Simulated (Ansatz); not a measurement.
Geometry optimisation in Ansatz: input, command and trajectory.

```yaml
crystal:
  lattice:
    - [3.8362229216, 0.0, 0.0]
    - [0.0, 3.8362229216, 0.0]
    - [0.0, 0.0, 3.8362229216]
  atoms:
    - { symbol: Cu, position: [1.0, 0.5, 0.5] }
    - { symbol: Cu, position: [0.5, 1.0, 0.5] }
    - { symbol: Cu, position: [0.5, 0.5, 1.0] }
    - { symbol: Au, position: [0.0, 1.0, 1.0] }
    - { symbol: H, position: [0.5, 0.5, 0.5] }
basis:
  ecutwfc: 420
kpoints:
  mp_grid: { grid: [8, 8, 8] }
hamiltonian:
  xc: pbe
scf:
  occupations: { method: gaussian, width: 0.1 }
output:
  forces: true
  stress: true
  eigenvalues: true
relax:
  adjacent_minimum: "off"
  f_tol: 0.025
  max_steps: 70
  cell: { stress_tol: 0.12 }
```

```bash
ansatz run input.yaml --threads 2 --pin off --max-ram 5120MiB --backend cpu --events-out ev --progress --plain --runs-dir out
```

Method: DFT PBE, scalar-relativistic, plane waves, PAW in Ansatz 0.2.0.

Of 3 frames 3 are shown, positions in Å and forces in eV/Å; the SCF threshold varies from step to step. Steps run on the plane waves of an earlier cell, with a Pulay correction in the pressure. The basis is chosen afresh for the last frame, the zero of the energies, and can be on the way; energy and pressure step there, also at an unchanged geometry.

```xyz
5
Lattice="3.8362 0.0000 0.0000 0.0000 3.8362 0.0000 0.0000 0.0000 3.8362" Properties=species:S:1:pos:R:3:forces:R:3 pbc="T T T" step=1 free_energy_over_end_meV_per_atom=0.02 pressure_GPa=-0.23
Cu    3.8362    1.9181    1.9181    0.0000    0.0000    0.0000
Cu    1.9181    3.8362    1.9181    0.0000    0.0000    0.0000
Cu    1.9181    1.9181    3.8362    0.0000    0.0000    0.0000
Au    0.0000    3.8362    3.8362    0.0000    0.0000    0.0000
H     1.9181    1.9181    1.9181    0.0000    0.0000    0.0000
5
Lattice="3.8343 0.0000 0.0000 0.0000 3.8343 0.0000 0.0000 0.0000 3.8343" Properties=species:S:1:pos:R:3:forces:R:3 pbc="T T T" step=2 free_energy_over_end_meV_per_atom=-0.01 pressure_GPa=-0.01
Cu    3.8343    1.9171    1.9171    0.0000    0.0000    0.0000
Cu    1.9171    3.8343    1.9171    0.0000    0.0000    0.0000
Cu    1.9171    1.9171    3.8343    0.0000    0.0000    0.0000
Au    0.0000    3.8343    3.8343    0.0000    0.0000    0.0000
H     1.9171    1.9171    1.9171    0.0000    0.0000    0.0000
5
Lattice="3.8343 0.0000 0.0000 0.0000 3.8343 0.0000 0.0000 0.0000 3.8343" Properties=species:S:1:pos:R:3:forces:R:3 pbc="T T T" step=3 free_energy_over_end_meV_per_atom=0.00 pressure_GPa=-0.01
Cu    3.8343    1.9171    1.9171    0.0000    0.0000    0.0000
Cu    1.9171    3.8343    1.9171    0.0000    0.0000    0.0000
Cu    1.9171    1.9171    3.8343    0.0000    0.0000    0.0000
Au    0.0000    3.8343    3.8343    0.0000    0.0000    0.0000
H     1.9171    1.9171    1.9171    0.0000    0.0000    0.0000
```

The run took 7.4 s on 2 threads of Arm Neoverse V2 (shared host), peak memory 0.39 GiB.

Spin–orbit coupling is left out, which can shift energies with elements as heavy as these.